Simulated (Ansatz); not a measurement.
# Si2Mo: equation of state

One table from this session's results is given with a row withheld; the runs are named, their logs left out.

Program: Ansatz 0.2.0. Level of theory: DFT PBE, scalar-relativistic. These are calculated values, not measurements.

**The structure to begin with**

The structure is tetragonal, space group I4/mmm (No. 139). The conventional cell has a = 3.200 Å, b = 3.200 Å, c = 7.861 Å, α = 90.00°, β = 90.00°, γ = 90.00°. Si (site symmetry 4mm) is surrounded by 5 Si at 2.61 to 2.63 Å and 5 Mo at 2.62 Å. Mo (site symmetry 4/mmm) is surrounded by 10 Si at 2.62 Å.

Structure file:

```xyz
3
Lattice="-1.6000 1.6000 3.9305 1.6000 -1.6000 3.9305 1.6000 1.6000 -3.9305" Properties=species:S:1:pos:R:3 pbc="T T T"
Si    0.0000    0.0000    2.6177
Si    0.0000    0.0000    5.2433
Mo    0.0000    0.0000    0.0000
```

Atoms are numbered in the order of the input: Si1, Si2, Mo3.

The first run:

File input.yaml:

```yaml
crystal:
  lattice:
    - [-1.5783757276, 1.5783757276, 3.8773786233]
    - [1.5783757276, -1.5783757276, 3.8773786233]
    - [1.5783757276, 1.5783757276, -3.8773786233]
  atoms:
    - { symbol: Si, position: [0.333, 0.333, 0.0] }
    - { symbol: Si, position: [0.667, 0.667, 0.0] }
    - { symbol: Mo, position: [0.0, 0.0, 0.0] }
kpoints:
  mp_grid: { grid: [12, 12, 16] }
  band_path:
    path:
      - [0.0, 0.0, 0.0]
      - [0.0, 0.0, 0.5]
      - [0.25, 0.25, 0.25]
      - [0.0, 0.5, 0.0]
      - [0.0, 0.0, 0.0]
      - [0.5, 0.5, -0.5]
      - [0.2914270847, 0.7085729153, -0.2914270847]
      - [-0.2914270847, 0.2914270847, 0.2914270847]
      - [0.0, 0.0, 0.0]
    npoints: 5
scf:
  occupations: { method: fermi_dirac, width: 0.03 }
hamiltonian:
  xc: pbe
  pseudopotentials: { kind: all_electron, lapw: { basis_error: 0.001 } }
output:
  forces: true
  stress: true
  eigenvalues: true
```

The run is started by

```bash
> ansatz run input.yaml --threads 1 --pin off --max-ram 6144MiB --backend cpu --events-out ev --progress --plain --runs-dir out
```

Steps of the session up to this table: Volume × 0.96, LAPW; Volume × 0.96, PAW; Volume × 0.96, crystal datasets; Volume × 0.99, LAPW; Volume × 0.99, PAW; Volume × 0.99, crystal datasets; Volume × 1.02, LAPW; Volume × 1.02, PAW; Volume × 1.02, crystal datasets; Volume × 1.06, LAPW; Volume × 1.06, PAW; Volume × 1.06, crystal datasets.

One of the session's tables, all rows but one given; the rest of the session is left out.

| method | volume (Å³/atom) | largest force (eV/Å) |
| --- | --- | --- |
| LAPW | 12.879 | 0.217 |
| LAPW | 13.282 | 0.268 |
| LAPW | 13.684 | 0.314 |
| LAPW | 14.221 | 0.369 |
| PAW | 12.879 | 0.217 |
| PAW | 13.282 | 0.268 |
| PAW | 13.684 | 0.314 |
| PAW | 14.221 | ? |
| crystal datasets | 12.879 | 0.217 |
| crystal datasets | 13.282 | 0.267 |
| crystal datasets | 13.684 | 0.314 |
| crystal datasets | 14.221 | 0.369 |

Estimate the missing values for PAW, 14.221.

As computed: largest force (eV/Å): 0.370. In the column «largest force (eV/Å)» it is the highest.

To keep in mind: Shape and positions are held, so a fully relaxed modulus can be lower. Warnings in the runs' records: symmetry narrowed by mesh, gradients without spin orbit, crystal datasets made.
